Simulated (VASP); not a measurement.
# Cd₂₇Te₂₆: formation energy: vacancy of Te

Cd₂₇Te₂₆, defect, 53 atoms in the cell. PBE, supercell with a point defect; PAW potentials Cd, Te (PBE set).

Defect: vacancy of Te; Atoms relaxed: yes.

## Input

INCAR.step1:
```
  ALGO = Normal
  EDIFF = 1E-7
  EDIFFG = -0.005
  ENCUT = 420
  IBRION = 2
  ISIF = 3
  ISMEAR = 0
  KPAR = 4
  LASPH = True
  LCHARG = False
  LREAL = False
  LWAVE = False
  NELM = 100
  NSW = 30
  PREC = Accurate
  SIGMA = 0.05
```

INCAR.step2:
```
  ALGO = Normal
  EDIFF = 1E-6
  EDIFFG = -0.01
  ENCUT = 420
  IBRION = 2
  ISIF = 3
  ISMEAR = 1
  KPAR = 4
  LASPH = True
  LCHARG = False
  LREAL = False
  LWAVE = False
  NELM = 100
  NSW = 25
  PREC = Accurate
  SIGMA = 0.15
```

INCAR.step3, as INCAR.step2 but for:
```
- EDIFFG = -0.01
- ENCUT = 420
- IBRION = 2
- ISIF = 3
- NSW = 25
+ ENCUT = 350
```

INCAR.step4, as INCAR.step3 but for:
```
- ENCUT = 350
- ISMEAR = 1
- SIGMA = 0.15
+ EDIFFG = -0.01
+ ENCUT = 270
+ IBRION = 2
+ ISIF = 3
+ ISMEAR = 0
+ NSW = 25
+ SIGMA = 0.05
```

INCAR.step5, as INCAR.step4 but for:
```
- EDIFFG = -0.01
- ENCUT = 270
- IBRION = 2
- ISIF = 3
- NSW = 25
+ ENCUT = 350
```

INCAR.step6, as INCAR.step5 but for:
```
- KPAR = 4
- LREAL = False
+ ISYM = 2
+ LREAL = Auto
+ NCORE = 4
```

INCAR.step7, as INCAR.step6 but for:
```
- EDIFF = 1E-6
- ISYM = 2
+ EDIFF = 1E-5
+ EDIFFG = -0.03
+ IBRION = 2
+ ISYM = 0
+ NSW = 80
+ POTIM = 0.4
```

KPOINTS.step1:
```
k-points
0
Gamma
  6 6 6
```

KPOINTS.step2:
```
k-points
0
Gamma
  13 13 6
```

KPOINTS.step4:
```
k-points
0
Gamma
  6 6 4
```

KPOINTS.step6:
```
k-points
0
Gamma
  1 1 1
```

POSCAR.step1:
```
CdTe
1.0
    0.0000000000      3.2050000000      3.2050000000
    3.2050000000      0.0000000000      3.2050000000
    3.2050000000      3.2050000000      0.0000000000
Te Cd
1 1
Direct
    0.2500000000      0.2500000000      0.2500000000
    0.0000000000      0.0000000000      0.0000000000
```

POSCAR.step2:
```
Cd
1.0
    2.9788700000      0.0000000000      0.0000000000
   -1.4894350000      2.5797770900      0.0000000000
    0.0000000000      0.0000000000      5.6176500000
Cd
2
Direct
    0.6666666700      0.3333333300      0.7500000000
    0.3333333300      0.6666666700      0.2500000000
```

POSCAR.step3:
```
Cd
1.0
    3.0325758083      0.0000000000      0.0000000000
   -1.5162879042      2.6262876841      0.0000000000
    0.0000000000      0.0000000000      5.6368119748
Cd
2
Direct
    0.6666666700      0.3333333300      0.7500000000
    0.3333333300      0.6666666700      0.2500000000
```

POSCAR.step4:
```
Te
1.0
    4.4540000000      0.0000000000      0.0000000000
   -2.2270000000      3.8572771500      0.0000000000
    0.0000000000      0.0000000000      5.9240000000
Te
3
Direct
    0.7310000000      0.7310000000      0.0000000000
    0.0000000000      0.2690000000      0.6666666700
    0.2690000000      0.0000000000      0.3333333300
```

POSCAR.step5:
```
Te
1.0
    4.5254237204      0.0000000000      0.0000000000
   -2.2627118602      3.9191319064      0.0000000000
    0.0000000000      0.0000000000      5.9475091531
Te
3
Direct
    0.7321950160      0.7321950160      0.0000000000
    0.0000000000      0.2678049840      0.6666666700
    0.2678049840      0.0000000000      0.3333333300
```

POSCAR.step6:
```
CdTe
1.0
    0.0000000000      9.9083890908      9.9083890908
    9.9083890908      0.0000000000      9.9083890908
    9.9083890908      9.9083890908      0.0000000000
Te Cd
27 27
Direct
    0.0833333330      0.0833333330      0.0833333330
    0.0833333330      0.0833333330      0.4166666670
    0.0833333330      0.0833333330      0.7500000000
    0.0833333330      0.4166666670      0.0833333330
    0.0833333330      0.4166666670      0.4166666670
    0.0833333330      0.4166666670      0.7500000000
    0.0833333330      0.7500000000      0.0833333330
    0.0833333330      0.7500000000      0.4166666670
    0.0833333330      0.7500000000      0.7500000000
    0.4166666670      0.0833333330      0.0833333330
    0.4166666670      0.0833333330      0.4166666670
    0.4166666670      0.0833333330      0.7500000000
    0.4166666670      0.4166666670      0.0833333330
    0.4166666670      0.4166666670      0.4166666670
    0.4166666670      0.4166666670      0.7500000000
    0.4166666670      0.7500000000      0.0833333330
    0.4166666670      0.7500000000      0.4166666670
    0.4166666670      0.7500000000      0.7500000000
    0.7500000000      0.0833333330      0.0833333330
    0.7500000000      0.0833333330      0.4166666670
    0.7500000000      0.0833333330      0.7500000000
    0.7500000000      0.4166666670      0.0833333330
    0.7500000000      0.4166666670      0.4166666670
    0.7500000000      0.4166666670      0.7500000000
    0.7500000000      0.7500000000      0.0833333330
    0.7500000000      0.7500000000      0.4166666670
    0.7500000000      0.7500000000      0.7500000000
    0.0000000000      0.0000000000      0.0000000000
    0.0000000000      0.0000000000      0.3333333330
    0.0000000000      0.0000000000      0.6666666670
    0.0000000000      0.3333333330      0.0000000000
    0.0000000000      0.3333333330      0.3333333330
    0.0000000000      0.3333333330      0.6666666670
    0.0000000000      0.6666666670      0.0000000000
    0.0000000000      0.6666666670      0.3333333330
    0.0000000000      0.6666666670      0.6666666670
    0.3333333330      0.0000000000      0.0000000000
    0.3333333330      0.0000000000      0.3333333330
    0.3333333330      0.0000000000      0.6666666670
    0.3333333330      0.3333333330      0.0000000000
    0.3333333330      0.3333333330      0.3333333330
    0.3333333330      0.3333333330      0.6666666670
    0.3333333330      0.6666666670      0.0000000000
    0.3333333330      0.6666666670      0.3333333330
    0.3333333330      0.6666666670      0.6666666670
    0.6666666670      0.0000000000      0.0000000000
    0.6666666670      0.0000000000      0.3333333330
    0.6666666670      0.0000000000      0.6666666670
    0.6666666670      0.3333333330      0.0000000000
    0.6666666670      0.3333333330      0.3333333330
    0.6666666670      0.3333333330      0.6666666670
    0.6666666670      0.6666666670      0.0000000000
    0.6666666670      0.6666666670      0.3333333330
    0.6666666670      0.6666666670      0.6666666670
```

POSCAR.step7:
```
Cd27Te26
1.0
    0.0000000000      9.9083890908      9.9083890908
    9.9083890908      0.0000000000      9.9083890908
    9.9083890908      9.9083890908      0.0000000000
Te Cd
26 27
Direct
    0.0833333330      0.0833333330      0.4166666670
    0.0833333330      0.0833333330      0.7500000000
    0.0833333330      0.4166666670      0.0833333330
    0.0833333330      0.4166666670      0.4166666670
    0.0833333330      0.4166666670      0.7500000000
    0.0833333330      0.7500000000      0.0833333330
    0.0833333330      0.7500000000      0.4166666670
    0.0833333330      0.7500000000      0.7500000000
    0.4166666670      0.0833333330      0.0833333330
    0.4166666670      0.0833333330      0.4166666670
    0.4166666670      0.0833333330      0.7500000000
    0.4166666670      0.4166666670      0.0833333330
    0.4166666670      0.4166666670      0.4166666670
    0.4166666670      0.4166666670      0.7500000000
    0.4166666670      0.7500000000      0.0833333330
    0.4166666670      0.7500000000      0.4166666670
    0.4166666670      0.7500000000      0.7500000000
    0.7500000000      0.0833333330      0.0833333330
    0.7500000000      0.0833333330      0.4166666670
    0.7500000000      0.0833333330      0.7500000000
    0.7500000000      0.4166666670      0.0833333330
    0.7500000000      0.4166666670      0.4166666670
    0.7500000000      0.4166666670      0.7500000000
    0.7500000000      0.7500000000      0.0833333330
    0.7500000000      0.7500000000      0.4166666670
    0.7500000000      0.7500000000      0.7500000000
    0.0007720730      0.0018115960      0.9986930270
    0.9994398690      0.0020235380      0.3317336790
    0.0000000000      0.0000000000      0.6666666670
    0.9978603990      0.3326369540      0.0059646430
    0.0000000000      0.3333333330      0.3333333330
    0.0000000000      0.3333333330      0.6666666670
    0.0000000000      0.6666666670      0.0000000000
    0.0000000000      0.6666666670      0.3333333330
    0.0000000000      0.6666666670      0.6666666670
    0.3347160000      0.9987889050      0.9961043110
    0.3333333330      0.0000000000      0.3333333330
    0.3333333330      0.0000000000      0.6666666670
    0.3333333330      0.3333333330      0.0000000000
    0.3333333330      0.3333333330      0.3333333330
    0.3333333330      0.3333333330      0.6666666670
    0.3333333330      0.6666666670      0.0000000000
    0.3333333330      0.6666666670      0.3333333330
    0.3333333330      0.6666666670      0.6666666670
    0.6666666670      0.0000000000      0.0000000000
    0.6666666670      0.0000000000      0.3333333330
    0.6666666670      0.0000000000      0.6666666670
    0.6666666670      0.3333333330      0.0000000000
    0.6666666670      0.3333333330      0.3333333330
    0.6666666670      0.3333333330      0.6666666670
    0.6666666670      0.6666666670      0.0000000000
    0.6666666670      0.6666666670      0.3333333330
    0.6666666670      0.6666666670      0.6666666670
```

Commands (each step's output is kept before the next begins):
```
cat potpaw_PBE.64/Te/POTCAR potpaw_PBE.64/Cd/POTCAR > POTCAR
cp INCAR.step1 INCAR
cp KPOINTS.step1 KPOINTS
cp POSCAR.step1 POSCAR
mpirun -np 4 vasp_std > vasp.out
cat potpaw_PBE.64/Cd/POTCAR > POTCAR
rm WAVECAR CHG
cp INCAR.step2 INCAR
cp KPOINTS.step2 KPOINTS
cp POSCAR.step2 POSCAR
mpirun -np 4 vasp_std > vasp.out
rm WAVECAR CHG
cp INCAR.step3 INCAR
cp POSCAR.step3 POSCAR
mpirun -np 4 vasp_std > vasp.out
cat potpaw_PBE.64/Te/POTCAR > POTCAR
rm WAVECAR CHG
cp INCAR.step4 INCAR
cp KPOINTS.step4 KPOINTS
cp POSCAR.step4 POSCAR
mpirun -np 4 vasp_std > vasp.out
rm WAVECAR CHG
cp INCAR.step5 INCAR
cp POSCAR.step5 POSCAR
mpirun -np 4 vasp_std > vasp.out
cat potpaw_PBE.64/Te/POTCAR potpaw_PBE.64/Cd/POTCAR > POTCAR
rm WAVECAR CHG
cp INCAR.step6 INCAR
cp KPOINTS.step6 KPOINTS
cp POSCAR.step6 POSCAR
mpirun -np 4 vasp_gam > vasp.out
rm WAVECAR CHG
cp INCAR.step7 INCAR
cp POSCAR.step7 POSCAR
mpirun -np 4 vasp_gam > vasp.out
```

## Result

- Formation energy (eV): 1.30
- Gained by relaxing the atoms (eV): 0.06
- Host's energy of formation (eV/atom): -0.343
- Pressure added in the cell (GPa): -0.2
- Carrier in a band: none

Formation energy by chemical limit:

| Limit | eV |
|---|---|
| Te-rich | 1.30 |
| Cd-rich | 0.61 |

Elements' reference energies:

| Element | eV/atom |
|---|---|
| Cd | -0.749 |
| Te | -3.142 |

Supercell on the primitive cell's vectors: (3 0 0), (0 3 0), (0 0 3).

Limits: PBE's gap of the host is below the measured one, so levels near the band edges can shift or sink into the bands.

VASP 6.6.1 took 1774 s on 4 cores (Intel Xeon Platinum 8259CL @ 2.50GHz (Skylake/Cascade Lake)), a shared host.
